An electron doesn't repel itself, yet the classical repulsion in a crystal, computed from the total electron density, includes each electron's repulsion with itself. Exact exchange takes this share out again for a filled state, while an empty state has no such share to remove. If a fraction $a$ of exact exchange replaces the same fraction of an approximate exchange, filled states should sink relative to empty ones by an amount proportional to $a$, as long as the states keep their shape. The band gap, the energy from the highest filled to the lowest empty state, should then open 2.5 times as much with 25 % of exact exchange as with 10 %.

In lead oxide, with the atoms held fixed, the computed gap runs from about 1.2 to 2.8 eV depending on the level of theory. Three causes could lie behind this spread: the heavy lead atom, the quality of the approximate exchange, or the exact exchange mixed into it.

Band gaps of PbO (P4/nmm, 4 atoms in the cell) by level of theory, from Ansatz 0.2.0 with plane-wave PAW and no spin polarisation, at a fixed geometry relaxed with r2SCAN+rVV10. Gaps are the least over the k mesh (6×6×6 or 4×4×4, depending on the level) and the named points. G0W0 is the PBE gap plus a shift computed at finite bands and cutoff.

```
level of theory  band gap (eV)  least direct gap (eV)
            PBE          1.213                  2.274
         r2SCAN          1.532                  2.701
          HSE06          1.887                  3.273
        PBE+SOC          1.176                  2.178
           PBE0          2.541                  3.949
            LDA          1.179                  2.206
       DDH-PBE0          2.013                  3.336
      HSE06+SOC          1.837                  3.072
        r2SCANh          2.032                  3.369
        r2SCAN0          2.796                  4.286
 G0W0/PBE 220eV          1.815                    n/a
```

The heavy atom is the tempting answer. In lead, spin-orbit coupling, the link between an electron's spin and its motion, is strong, and most rows leave it out. Two pairs of rows switch it on with little else changed, and the gap falls by 0.04 eV in PBE and by 0.05 eV in HSE06. A likely reason, untested here, is that at the bottom of the empty band the crystal has already separated the p levels of lead that the coupling would mix, which weakens its effect. The least direct gap, at which an electron keeps its crystal momentum, responds more, by 0.2 eV in HSE06, but that too is small beside the spread in the table. Nearly all of that spread, from LDA to r2SCAN0, lies among rows that leave the coupling out.

A better approximate exchange accounts for part of the rise. LDA builds exchange from the local density, PBE also from its gradient, and their gaps differ by only 0.03 eV. r2SCAN also uses the kinetic energy density, which lets its potential act differently on different orbitals, and its gap is 0.32 eV above that of PBE. This step, which also includes a change of approximate correlation, is about a quarter of what PBE0 gains over PBE with its 25 % of exact exchange.

The proportionality can be tested within one family. By their standard definitions r2SCAN, r2SCANh and r2SCAN0 contain 0, 10 and 25 % of exact exchange. A straight line through the outer two gives 2.04 eV for r2SCANh, which was not used to draw it, and the calculation gives 2.03 eV. A straight line is expected of any change added in proportion to $a$ while the states keep their shape, so this confirms the proportionality, not its cause. The slope from PBE to PBE0, about 0.05 eV for each per cent, also carries over to the r2SCAN family with an error of 5 % of the rise.

The fraction alone nevertheless fails as an explanation. HSE06 contains the same 25 % as PBE0, but its gap is lower by 0.65 eV, and it gains only half as much over PBE. The two differ in reach: PBE0 applies exact exchange at every distance, HSE06 only at short distance. The amount of exact exchange therefore has to be considered together with its range.

A simple model shows why the distant part matters so much. HSE06 splits the repulsion $1/r$ at distance $r$ into a short-range part and a smooth long-range part $\mathrm{erf}(\omega r)/r$, where $\omega$ sets the range. Near an electron the smooth part is almost flat, with the value $c = 2\omega/\sqrt{\pi}$. A constant repulsion cannot mix different orbitals, so exact exchange lowers each filled state by $c$ and leaves each empty state alone.

Approximate exchange treats the same constant differently. The exchange energy is $-c/2$ for each electron, the half arising because every pair is counted once. A functional that reproduces this energy has a potential of $-c/2$, and it applies that potential to filled and empty states alike. Replacing a fraction $a$ of it by exact exchange thus moves filled states by $-ac/2$ and empty states by $+ac/2$, and the gap opens by $ac$.

For the step from HSE06 to PBE0 the estimate needs only the standard range parameter, $\omega = 0.11$ per bohr, and $a = 0.25$. In atomic units, with 27.2 eV to the hartree,

$$c = \frac{2 \times 0.11}{1.77} = 0.124\ \text{hartree} = 3.4\ \text{eV}, \qquad ac = 0.84\ \text{eV}.$$

No gap from the table enters this estimate, which exceeds the computed opening by 29 % of that opening. An excess is what theory leads one to expect. The smooth repulsion is flat only at distances well below $1/\omega$, about 9 bohr, and although the region from which an average electron keeps others of its own spin away is much smaller than that, it is expected to reach further for the states at the edges of a narrow gap; whether this accounts for the whole excess was not computed. Exact exchange then lowers a filled state by less than $c$ and lowers an empty state a little as well, and both effects reduce the opening. The comparison has a limit of its own: long-range exchange is sensitive to the k mesh, the grid of crystal momenta, and on the 4×4×4 mesh of these two runs much of the smooth part is expected to rest on how the term at zero momentum transfer is treated; the computed difference was not checked on a finer mesh.

The model also predicts how the opening is shared between the two band edges. If the energy zero is taken as common to both runs, which have the same cell and atoms, the top of the filled band falls by 0.34 eV from HSE06 to PBE0 and the bottom of the empty band rises by 0.31 eV. The model gives 0.42 eV for each. The nearly even split supports the picture of a potential that approximate exchange applies to both kinds of state and exact exchange only to the filled ones.

A nearly constant repulsion should also shift all filled states near the gap by about the same amount, and likewise all empty ones. From HSE06 to PBE0 the least direct gap grows by 0.68 eV, only slightly more than the band gap with its 0.65 eV. In HSE06 both gaps start from the same filled state, at zero crystal momentum, so if PBE0 keeps that point the comparison tests two empty states and not the filled ones. The short-range part is more selective: from PBE to HSE06 the band gap grows by 0.67 eV but the least direct gap by 1.0 eV, and since the latter moves to another point of crystal momentum, the rise at the point where it started is at least that large. Short-range exchange depends on the shapes of the orbitals involved, so its effect has to be computed for each material. The long-range estimate contains only $a$ and $\omega$, so in its flat limit the model gives the same step for every insulator. The real step is expected to fall further below that limit the more spread out the band-edge states are, as in materials with narrower gaps; the table holds one crystal only. The printed output after this text gives the straight-line tests and the long-range estimate with their errors.

How much long-range exchange is right for this crystal is a question of screening, the weakening of a distant repulsion by the other electrons. HSE06 imposes it through a fixed range, whereas G0W0 computes it from the response of the crystal. Their gaps differ by only 0.07 eV, with G0W0 the lower. The G0W0 run, however, uses finite bands, screening cutoff and k mesh, and its convergence was not tested for this crystal. In tests on other systems by the makers of the data, such settings gave gaps that fell short of the converged ones by 6 to 9 % in the median. If that figure carried over to lead oxide, the shortfall would be 0.12 to 0.18 eV, enough to put G0W0 above HSE06. The order of the two gaps at convergence is therefore uncertain. Even a converged G0W0 gap would not test the range in HSE06 alone, because the gap also depends on the fraction of exact exchange at short distance. DDH-PBE0, which by its usual definition keeps the full range but sets the fraction from the screening of the crystal, gives 2.01 eV, the gap that the line from PBE to PBE0 reaches at about 15 %.

Output of the analysis:

```
Change of gap by spin-orbit coupling in PBE, eV: -0.037
Change of gap by spin-orbit coupling in HSE06, eV: -0.05
Gap, PBE minus LDA, eV: 0.034
Gap, r2SCAN minus PBE, eV: 0.319
Gap, PBE0 minus PBE, eV: 1.328
Rise from PBE to r2SCAN as share of rise from PBE to PBE0, %: 24.02
Slope from PBE to PBE0, eV per 1 % exact exchange: 0.05312
Slope from r2SCAN to r2SCAN0, eV per 1 % exact exchange: 0.05056
r2SCANh gap from straight line between r2SCAN and r2SCAN0, eV: 2.038
Same, prediction minus computed, eV: 0.0056
r2SCAN0 gap from r2SCAN plus the PBE to PBE0 slope, eV: 2.86
Same, prediction minus computed, eV: 0.064
Gap, PBE0 minus HSE06 (miss if only the fraction counted), eV: 0.654
Gap, HSE06 minus PBE, eV: 0.674
Rise from PBE to HSE06 as share of rise from PBE to PBE0, %: 50.75
Least direct gap, PBE0 minus HSE06, eV: 0.676
Least direct gap, HSE06 minus PBE (M to gamma switch), eV: 0.999
Long-range model, opening of gap from HSE06 to PBE0, eV: 0.8444
Long-range model, shift of each band edge up or down, eV: 0.4222
Long-range model divided by computed opening: 1.291
Valence band top, PBE0 minus HSE06, eV: -0.3447
Conduction band bottom, PBE0 minus HSE06, eV: 0.3098
Lowering of PBE gap by points off the k mesh, eV: 0.01003
Full-range fraction that would give the DDH-PBE0 gap, %: 15.06
Gap, HSE06 minus G0W0, eV: 0.072
Typical G0W0 shortfall, lower end, eV: 0.1159
Typical G0W0 shortfall, upper end, eV: 0.1795
```
